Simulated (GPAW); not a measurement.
Al2Au:

```
Au Al
1.0
     0.00000    3.00000    3.00000
     3.00000    0.00000    3.00000
     3.00000    3.00000    0.00000
Au Al
1 2
Direct
  0.00000 0.00000 0.00000
  0.75000 0.75000 0.75000
  0.25000 0.25000 0.25000
```

Program: GPAW 26.7.0. Alike in all runs: task band structure; no spin polarisation; cell as given; k mesh 8 × 8 × 8; cutoff (eV) 600; smearing fermi-dirac 0.05 eV.

Q: Order these runs on this cell by their pressure, lowest first.
A. level PW91; potentials or basis PAW data sets generated in the run's folder for this functional, pw
B. level BLYP; potentials or basis PAW data sets generated in the run's folder for this functional, pw; eigensolver davidson
C. level SCAN; potentials or basis GPAW PAW data sets (gpaw-data 1.2.1), pw
D. level PBEsol; potentials or basis PAW data sets generated in the run's folder for this functional, pw

A: C (-1.3 GPa), D (0.5 GPa), A (3.5 GPa), B (7.3 GPa).

Caveats: with this Au data set, volumes or pressures lay over 1.5 % or 2 GPa off other programs in two to four cells of ten; the PAW data sets were made with another functional, which shifts forces and pressure a little (some runs).

Runs at the PBE level aren't shown here.
